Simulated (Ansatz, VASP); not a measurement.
Two plane-wave programs on SrO

```
Sr O
1.0
     0.00000    2.56980    2.56980
     2.56980    0.00000    2.56980
     2.56980    2.56980    0.00000
Sr O
1 1
Direct
  0.00000 0.00000 0.00000
  0.50000 0.50000 0.50000
```

Alike in both runs: task relaxation of cell and atoms; functional PBE; k mesh 8 × 8 × 8; occupations gaussian, width 0.02 eV; no spin polarisation.

|  | VASP | Ansatz |
| --- | --- | --- |
| version | VASP 6.6.1 | Ansatz 0.2.0 |
| potentials or method | VASP PAW PBE potentials, release 64 (Sr_sv, O) | scalar-relativistic, plane waves, PAW |
| plane-wave cutoff (eV) | 600 | 420 |
| valence electrons in the cell | 16 | 16 |

```csv
,VASP,Ansatz,Ansatz less VASP
"gap on the k mesh at the Fermi level, each at its own relaxed structure (eV)",3.28,3.33,+0.043
relaxed volume (Å³/atom),17.62,17.52,-0.092
relaxed cell length with the largest relative difference (Å),3.680,3.673,-0.0064
energy change over the relaxation (meV/atom),-7,-5,+1.8
```

A k mesh can miss the band edges. PBE usually gives volumes a little too large and moduli too small. Zero-point motion and thermal expansion aren't in these numbers.
